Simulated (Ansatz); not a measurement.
BaSnO3 (cubic perovskite, space group No. 221), a = b = c = 4.131 Å, α = β = γ = 90.00°.

Relaxed with r²SCAN.

**Question.** Give the optical modes at the zone centre with their infrared and Raman activity from DFPT, plane-wave PAW r²SCAN (Ansatz code).

**Answer.** Transverse frequencies, without the LO–TO term; a row sums one degenerate level.

```csv
ω (cm⁻¹),degeneracy,IR ((D/Å)²/amu),Raman (Å⁴/amu),activity,symmetry
132,3,8.34,0,IR,T1u
230,3,0.00,0,silent,T2u
247,3,49.08,0,IR,T1u
615,3,38.16,0,IR,T1u
```

**Question.** How high does the top mode go among those that the LO–TO term moves?

**Answer.** 710 cm⁻¹ for q along x.

Space group Pm-3m (cubic perovskite). The r²SCAN relaxation kept the symmetry of its start; phonons on a q-mesh show no instability. Spin–orbit coupling is left out wherever it is not named.

Potentials: the later of the program's two PAW sets.
